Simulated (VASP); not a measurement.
# VASP 6.6.1 run: MgS

INCAR

```
METAGGA = R2SCAN
LWAVE = .FALSE.
IBRION = -1
ENCUT = 520
EDIFF = 1E-6
SIGMA = 0.01
NSW = 0
ISIF = 2
PREC = Accurate
LCHARG = .FALSE.
LASPH = .TRUE.
ISMEAR = 0
NELMDL = 0
NBANDS = 8
LREAL = .FALSE.
NELM = 120
ALGO = Normal
```

KPOINTS

```
KPOINTS created by Atomic Simulation Environment
0
Gamma
8 8 8
0 0 0
```

POSCAR

```
Mg S
 1.0000000000000000
     0.0000000000000000    2.8450312253000001    2.8450312253000001
     2.8450312253000001    0.0000000000000000    2.8450312253000001
     2.8450312253000001    2.8450312253000001    0.0000000000000000
 Mg  S
   1   1
Cartesian
  0.0000000000000000  0.0000000000000000  0.0000000000000000
  1.4225156126500000  1.4225156126500000  1.4225156126500000
```

The recommended PBE PAW datasets give the neutral cell 8 valence electrons.

Command

```
mpirun -np 1 vasp_std
```

OSZICAR

```
N       E                     dE             d eps       ncg     rms          rms(c)
DAV:   1     0.209547080181E+02    0.20955E+02   -0.37766E+03   472   0.816E+02
DAV:   2    -0.154524879409E+02   -0.36407E+02   -0.35003E+02   600   0.114E+02
DAV:   3    -0.172333363608E+02   -0.17808E+01   -0.17808E+01   576   0.336E+01
DAV:   4    -0.172405911883E+02   -0.72548E-02   -0.72548E-02   768   0.250E+00
DAV:   5    -0.172406014504E+02   -0.10262E-04   -0.10262E-04   592   0.848E-02    0.417E+00
DAV:   6    -0.154262173855E+02    0.18144E+01   -0.14554E+00   488   0.763E+00    0.423E+00
DAV:   7    -0.154343836940E+02   -0.81663E-02   -0.27203E-01   552   0.303E+00    0.273E+00
DAV:   8    -0.154472330614E+02   -0.12849E-01   -0.13750E-02   504   0.115E+00    0.205E-01
DAV:   9    -0.154473840220E+02   -0.15096E-03   -0.27954E-04   680   0.118E-01    0.166E-01
DAV:  10    -0.154477085305E+02   -0.32451E-03   -0.32192E-04   480   0.209E-01    0.331E-02
DAV:  11    -0.154477105233E+02   -0.19928E-05   -0.35025E-06   712   0.153E-02    0.527E-03
DAV:  12    -0.154477105902E+02   -0.66914E-07   -0.77943E-07   408   0.608E-03
   1 F= -.15447711E+02 E0= -.15447711E+02  d E =-.197976E-49
```

Standard output (part)

```
POSCAR found type information on POSCAR MgS
 POSCAR found :  2 types and       2 ions
 LDA part: xc-table for (None), standard interpolation
 POSCAR, INCAR and KPOINTS ok, starting setup
 WAVECAR not read
 WARNING: random wavefunctions but no delay for mixing, default for NELMDL
 entering main loop
```

From OUTCAR

```
k-points           NKPTS =     29   k-points in BZ     NKDIM =     29   number of bands    NBANDS=      8

   NELECT =       8.0000    total number of electrons

   dimension x,y,z NGX =    30 NGY =   30 NGZ =   30
   dimension x,y,z NGXF=    60 NGYF=   60 NGZF=   60

  energy-cutoff  :      520.00
  volume of cell :       46.06
      direct lattice vectors                 reciprocal lattice vectors
     0.000000000  2.845031225  2.845031225    -0.175744996  0.175744996  0.175744996
     2.845031225  0.000000000  2.845031225     0.175744996 -0.175744996  0.175744996
     2.845031225  2.845031225  0.000000000     0.175744996  0.175744996 -0.175744996

 k-points in reciprocal lattice and weights: KPOINTS created by Atomic Simulation Env
   0.00000000  0.00000000  0.00000000       0.002
   0.12500000  0.00000000  0.00000000       0.016
   0.25000000  0.00000000  0.00000000       0.016
   0.37500000  0.00000000  0.00000000       0.016
   0.50000000  0.00000000  0.00000000       0.008
   0.12500000  0.12500000  0.00000000       0.012
   0.25000000  0.12500000  0.00000000       0.047
   0.37500000  0.12500000  0.00000000       0.047
   ...

 E-fermi :   0.7796

 k-point     1 :       0.0000    0.0000    0.0000
  band No.  band energies     occupation
      1     -11.0115      2.00000
      2       0.6776      2.00000
      3       0.6776      2.00000
      4       0.6776      2.00000
      5       4.7274      0.00000
      6       9.2321      0.00000
      7       9.2321      0.00000
      8       9.2321      0.00000

 k-point     2 :       0.1250    0.0000    0.0000
  band No.  band energies     occupation
      1     -10.9245      2.00000
      2       0.0282      2.00000
      3       0.6248      2.00000
      4       0.6248      2.00000
      5       5.3664      0.00000
      6       9.0475      0.00000
      7       9.4136      0.00000
      8       9.4136      0.00000

 k-point     3 :       0.2500    0.0000    0.0000
  band No.  band energies     occupation
      1     -10.6999      2.00000
      2      -1.1340      2.00000
      3       0.5050      2.00000
      4       0.5050      2.00000
      5       6.2390      0.00000
      6       9.0767      0.00000
      7       9.4303      0.00000
      8       9.4303      0.00000

 k-point     4 :       0.3750    0.0000    0.0000
  band No.  band energies     occupation
      1     -10.4502      2.00000
      2      -2.0659      2.00000
      3       0.3945      2.00000
      4       0.3945      2.00000
      5       6.4374      0.00000
      6       9.0463      0.00000
      7       9.0463      0.00000
      8       9.6316      0.00000

 k-point     5 :       0.5000    0.0000    0.0000
  band No.  band energies     occupation
      1     -10.3376      2.00000
      2      -2.4199      2.00000
      3       0.3512      2.00000
      4       0.3512      2.00000
      5       6.4117      0.00000
      6       8.8672      0.00000
      7       8.8672      0.00000
      8       9.8670      0.00000

 k-point     6 :       0.1250    0.1250    0.0000
  band No.  band energies     occupation
      1     -10.8956      2.00000
      2       0.0363      2.00000
      3       0.4986      2.00000
      4       0.4986      2.00000
      5       5.5790      0.00000
      6       8.6900      0.00000
      7       9.6681      0.00000
      8       9.6681      0.00000

 ...

  Total       -0.3308820     -0.3308820     -0.3308820     -0.0000000     -0.0000000      0.0000000
  in kB      -11.5104599    -11.5104599    -11.5104599     -0.0000000     -0.0000000      0.0000000
  external PRESSURE =     -11.5104599 kB  Pullay stress =       0.0000000 kB

 POSITION                                       TOTAL-FORCE (eV/Angst)
 -----------------------------------------------------------------------------------
      0.00000      0.00000      0.00000         0.000000     -0.000000     -0.000000
      1.42252      1.42252      1.42252        -0.000000      0.000000      0.000000
 -----------------------------------------------------------------------------------
    total drift:                               -0.000002     -0.000002     -0.000002

  FREE ENERGIE OF THE ION-ELECTRON SYSTEM (eV)
  ---------------------------------------------------
  free  energy   TOTEN  =       -15.4477105902 eV

  energy  without entropy=      -15.4477105902  energy(sigma->0) =      -15.44771059
```

It converged. Results: gap between bands v and c on the k mesh 4.05 eV; least direct gap on the k mesh 4.05 eV; pressure -1.2 GPa. Band v is the last that the valence electrons fill when counted band by band, and c is the next.

For comparison, a separate r²SCAN run of the intended cell, on usual settings and not on those above, gives a gap of 4.05 eV on its mesh and a pressure of -1.1 GPa.

The run above took about 35 s on one core of a shared host (Intel Xeon Platinum 8488C) and held 0.17 GiB at most.
